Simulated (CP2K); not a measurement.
# Al2Cu (Khatyrkite) (I4/mcm) in CP2K: reference runs, part 2 of 2

CP2K 2026.2. The steps go on from the part before.

## (3) Single point, PBEsol (atoms moved at random, drawn with an rms of 0.05 Å)

Contents of al2cu_scf.inp:

```
&GLOBAL
  PROJECT al2cu_scf
  RUN_TYPE ENERGY_FORCE
  PRINT_LEVEL LOW
&END GLOBAL
&FORCE_EVAL
  METHOD QS
  STRESS_TENSOR ANALYTICAL
  &DFT
    BASIS_SET_FILE_NAME BASIS_MOLOPT_UZH
    POTENTIAL_FILE_NAME POTENTIAL_UZH
    &MGRID
      CUTOFF 450
      REL_CUTOFF 60
      NGRIDS 4
    &END MGRID
    &QS
      METHOD GPW
      EPS_DEFAULT 1.0E-10
    &END QS
    &KPOINTS
      SCHEME MONKHORST-PACK 7 7 7
      GAMMA_CENTERED T
      SYMMETRY T
      SYMMETRY_BACKEND SPGLIB
    &END KPOINTS
    &SCF
      SCF_GUESS ATOMIC
      EPS_SCF 1.0E-6
      MAX_SCF 100
      ADDED_MOS 24
      CHOLESKY OFF
      EPS_EIGVAL 1.0E-7
      &DIAGONALIZATION ON
        ALGORITHM STANDARD
      &END DIAGONALIZATION
      &MIXING ON
        METHOD BROYDEN_MIXING
        ALPHA 0.4
        BETA 1.5
        NBUFFER 8
      &END MIXING
      &SMEAR ON
        METHOD FERMI_DIRAC
        ELECTRONIC_TEMPERATURE [K] 580.226
      &END SMEAR
    &END SCF
    &XC
      &XC_FUNCTIONAL
        &GGA_X_PBE_SOL
        &END GGA_X_PBE_SOL
        &GGA_C_PBE_SOL
        &END GGA_C_PBE_SOL
      &END XC_FUNCTIONAL
    &END XC
    &PRINT
      &KPOINTS ON
      &END KPOINTS
      &MULLIKEN ON
      &END MULLIKEN
      &MO ON
        ENERGIES T
        OCCUPATION_NUMBERS T
        &EACH
          QS_SCF 0
        &END EACH
        ADD_LAST NUMERIC
      &END MO
      &LOWDIN ON
      &END LOWDIN
      &HIRSHFELD ON
        SHAPE_FUNCTION DENSITY
      &END HIRSHFELD
      &E_DENSITY_CUBE ON
        STRIDE 1
      &END E_DENSITY_CUBE
      &V_HARTREE_CUBE ON
        STRIDE 1
      &END V_HARTREE_CUBE
      &ELF_CUBE ON
        STRIDE 1
      &END ELF_CUBE
    &END PRINT
  &END DFT
  &SUBSYS
    &CELL
      ABC 4.9346252897 4.9346252897 4.9346252898
      ALPHA_BETA_GAMMA 104.1342787628 104.1342787628 120.7711012451
      PERIODIC XYZ
    &END CELL
    &COORD
      SCALED
      Cu  0.2560770000 0.2521720000 -0.0015420000
      Cu  0.7380700000 0.7333580000 -0.0079170000
      Al  0.3471610000 0.1639230000 0.4911360000
      Al  0.8490180000 0.3475930000 0.2033520000
      Al  0.6495980000 0.8298110000 0.4966050000
      Al  0.1603590000 0.6664780000 0.8265050000
    &END COORD
    &KIND Cu
      BASIS_SET TZVP-MOLOPT-PBE-GTH-q11
      POTENTIAL GTH-PBE-q11
    &END KIND
    &KIND Al
      BASIS_SET TZVP-MOLOPT-PBE-GTH-q3
      POTENTIAL GTH-PBE-q3
    &END KIND
    &PRINT
      &ATOMIC_COORDINATES ON
      &END ATOMIC_COORDINATES
      &CELL ON
      &END CELL
    &END PRINT
  &END SUBSYS
  &PRINT
    &FORCES ON
    &END FORCES
    &STRESS_TENSOR ON
    &END STRESS_TENSOR
  &END PRINT
&END FORCE_EVAL
```

Potentials or basis: POTENTIAL_UZH Cu GTH-PBE-q11, Al GTH-PBE-q3; TZVP-MOLOPT-PBE-GTH basis.

Launch:

```
> OMP_NUM_THREADS=1 mpirun -n 3 cp2k.psmp -i al2cu_scf.inp -o al2cu_scf.out
```

al2cu_scf.out:

```text

 CP2K| version string:                                       CP2K version 2026.2
 CP2K| Input file name                                             al2cu_scf.inp

 GLOBAL| Force Environment number                                              1
 GLOBAL| Basis set file name                                    BASIS_MOLOPT_UZH
 GLOBAL| Potential file name                                       POTENTIAL_UZH
 GLOBAL| MM Potential file name                                     MM_POTENTIAL
 GLOBAL| Coordinate file name                                      __STD_INPUT__
 GLOBAL| Method name                                                        CP2K
 GLOBAL| Project name                                                  al2cu_scf
 GLOBAL| Run type                                                   ENERGY_FORCE
 GLOBAL| FFT library                                                       FFTW3
 GLOBAL| Diagonalization library                                       ScaLAPACK
 GLOBAL| Cholesky decomposition library                                ScaLAPACK
 GLOBAL| DGEMM library                                                      BLAS
 GLOBAL| Direct generalized diagonalization requested                          F
 GLOBAL| Matrix multiplication library                                 ScaLAPACK
 GLOBAL| Global print level                                                  LOW
 GLOBAL| Total number of message passing processes                             3
 GLOBAL| Number of threads for this process                                    1
 GLOBAL| CPU model name                                                  UNKNOWN

 CELL| Volume [angstrom^3]:                                            89.757500
 CELL| Vector a [angstrom]:       4.935     0.000     0.000   |a| =     4.934625
 CELL| Vector b [angstrom]:      -2.525     4.240     0.000   |b| =     4.934625
 CELL| Vector c [angstrom]:      -1.205    -2.120     4.290   |c| =     4.934625
 CELL| Angle (b,c), alpha [degree]:                                   104.134279
 CELL| Angle (a,c), beta  [degree]:                                   104.134279
 CELL| Angle (a,b), gamma [degree]:                                   120.771101
 CELL| Numerically orthorhombic:                                              NO
 CELL| Periodicity                                                           XYZ

 CELL_REF| Volume [angstrom^3]:                                        89.757500
 CELL_REF| Vector a [angstrom     4.935     0.000     0.000   |a| =     4.934625
 CELL_REF| Vector b [angstrom    -2.525     4.240     0.000   |b| =     4.934625
 CELL_REF| Vector c [angstrom    -1.205    -2.120     4.290   |c| =     4.934625
 CELL_REF| Angle (b,c), alpha [degree]:                               104.134279
 CELL_REF| Angle (a,c), beta  [degree]:                               104.134279
 CELL_REF| Angle (a,b), gamma [degree]:                               120.771101
 CELL_REF| Numerically orthorhombic:                                          NO
 CELL_REF| Periodicity                                                       XYZ
[... 10 lines left out ...]

  Total number of            - Atomic kinds:                                   2
                             - Atoms:                                          6
                             - Shell sets:                                     6
                             - Shells:                                        48
                             - Primitive Cartesian functions:                 28
                             - Cartesian basis functions:                    152
                             - Spherical basis functions:                    136

  Maximum angular momentum of- Orbital basis functions:                        3
                             - Local part of the GTH pseudopotential:          0
                             - Non-local part of the GTH pseudopotential:      4

 MODULE QUICKSTEP: ATOMIC COORDINATES IN ANGSTROM

   Atom Kind Element         X             Y             Z       Z(eff)     Mass
[... 117 lines left out ...]
  Core density on regular grids:               33.9999999943       -0.0000000057
  Total charge density on r-space grids:        0.0000000242
  Total charge density g-space grids:           0.0000000242

  Overlap energy of the core charge distribution:               0.00000006363469
  Self energy of the core charge distribution:               -151.90360262145651
  Core Hamiltonian energy:                                     48.67603098138936
  Hartree energy:                                              17.90197683700619
  Exchange-correlation energy:                                -18.35305198608320
  Electronic entropic energy:                                  -0.00036738450000
  Fermi energy:                                                 0.25729886207471

  Total energy:                                              -103.67901411001318
  Total energy (extrapolated to T->0):                       -103.67883041776318

 MO| EIGENVALUES AND OCCUPATION NUMBERS FOR K POINT 1
 MO|
 MO|  Index      Eigenvalue [a.u.]        Eigenvalue [eV]             Occupation
 MO|      1              -0.031807              -0.865513               2.000000
 MO|      2              -0.025303              -0.688517               2.000000
 MO|      3               0.023993               0.652881               2.000000
 MO|      4               0.041150               1.119747               2.000000
 MO|      5               0.044609               1.213870               2.000000
 MO|      6               0.077284               2.102999               2.000000
[... 644 lines left out ...]
 MO|     40               0.750708              20.427814               0.000000
 MO|     41               0.806399              21.943245               0.000000
 MO| Sum:                                                              32.697531
 MO| E(Fermi):            0.257299 a.u.          7.001458 eV

 [... the levels of further k-points ...]

 The electron density is written in Cube    file format to the file:

 al2cu_scf-ELECTRON_DENSITY-1_0.cube

 !-----------------------------------------------------------------------------!
                     Mulliken Population Analysis

 #  Atom  Element  Kind  Atomic population                           Net charge
       1     Cu       1         11.809019                             -0.809019
       2     Cu       1         11.806635                             -0.806635
       3     Al       2          2.595936                              0.404064
       4     Al       2          2.607794                              0.392206
       5     Al       2          2.592604                              0.407396
       6     Al       2          2.588012                              0.411988
 # Total charge                             34.000000                 -0.000000

 !-----------------------------------------------------------------------------!

 !-----------------------------------------------------------------------------!
                           Hirshfeld Charges

  #Atom  Element  Kind  Ref Charge     Population                    Net charge
      1       Cu     1      11.000         11.112                        -0.112
      2       Cu     1      11.000         11.112                        -0.112
      3       Al     2       3.000          2.944                         0.056
      4       Al     2       3.000          2.944                         0.056
      5       Al     2       3.000          2.943                         0.057
      6       Al     2       3.000          2.945                         0.055

  Total Charge                                                            0.000
 !-----------------------------------------------------------------------------!

 LOWDIN POPULATION ANALYSIS

 #  Atom  Element  Kind  Atomic population                           Net charge
       1     Cu       1         12.866143                             -1.866143
       2     Cu       1         12.865081                             -1.865081
       3     Al       2          2.072391                              0.927609
       4     Al       2          2.063174                              0.936826
       5     Al       2          2.064256                              0.935744
       6     Al       2          2.068955                              0.931045
 # Total charge                             34.000000                 -0.000000

               ----- ELF is computed on the real space grid -----

 ELF is written in Cube    file format to the file:

 al2cu_scf-ELF_S1-1_0.cube

 ENERGY| Total FORCE_EVAL ( QS ) energy [hartree]           -103.679011819591977

 FORCES| Atomic forces [hartree/bohr]
 FORCES|   Atom     x               y               z               |f|
 FORCES|      1 -6.96960508E-03 -8.91909088E-03 -3.00271886E-03   1.17107599E-02
 FORCES|      2  4.63460262E-03  1.14548518E-02  3.68356432E-03   1.28942552E-02
 FORCES|      3 -2.83940241E-03 -6.38807972E-03  1.56782097E-03   7.16434443E-03
 FORCES|      4  2.76892095E-03 -3.46549763E-04 -7.22987765E-03   7.74971940E-03
 FORCES|      5  1.79537192E-03  4.88398871E-03  2.49862945E-03   5.77233533E-03
 FORCES|      6  2.41383811E-03 -2.34870917E-03  1.63903357E-03   3.74559478E-03
 FORCES| Sum     1.80372611E-03 -1.66358906E-03 -8.43548200E-04
 FORCES| Total atomic force                                       2.59471193E-03

 STRESS| Analytical stress tensor [bar]
 STRESS|                        x                   y                   z
 STRESS|      x       -2.28614297040E+04   1.59691285246E+03  -5.80600294128E+02
 STRESS|      y        1.59691285246E+03  -1.05223583152E+04   1.01582239149E+03
 STRESS|      z       -5.80600294128E+02   1.01582239149E+03  -1.35108205900E+04
 STRESS| 1/3 Trace                                            -1.56315362031E+04
 STRESS| Determinant                                          -3.19040271937E+12

 STRESS| Eigenvectors and eigenvalues of the analytical stress tensor [bar]
 STRESS|                        1                   2                   3
 STRESS| Eigenvalues  -2.31167514642E+04  -1.37148621914E+04  -1.00629949537E+04
 STRESS|      x           0.988605336462     -0.105270682619      0.107599126851
 STRESS|      y          -0.131290063930     -0.253325756335      0.958430477547
 STRESS|      z           0.073637000423      0.961636180974      0.264260189227
```

Run time: 2.1 min. Hardware: 3 MPI ranks of Arm Neoverse V1, shared host.

What came out:

| Quantity | Value |
| --- | --- |
| Free energy | -2821.2494 eV |
| Pressure | -1.6 GPa |
| Band gap on the k mesh | none (metal or under the smearing width) |
| Mulliken charges | Cu -0.81; Al +0.40, +0.39, +0.41 e |
| Hirshfeld charges | Cu -0.11; Al +0.06 e |

Levels at points of the mesh, in eV from the Fermi level:
```csv
k point,band 14,band 15,band 16,band 17,band 18,band 19,band 20,band 21
"(0.00, 0.00, 0.00)",-2.13,-1.47,-1.36,-1.21,-0.85,-0.41,-0.04,1.35
```

Caveat: Mulliken charges move with the basis; the magnetic or orbital state may not be the lowest; the potentials were made for another functional, which shifts forces and pressure; the basis of atomic orbitals isn't converged, which shifts pressures, moduli and gaps.
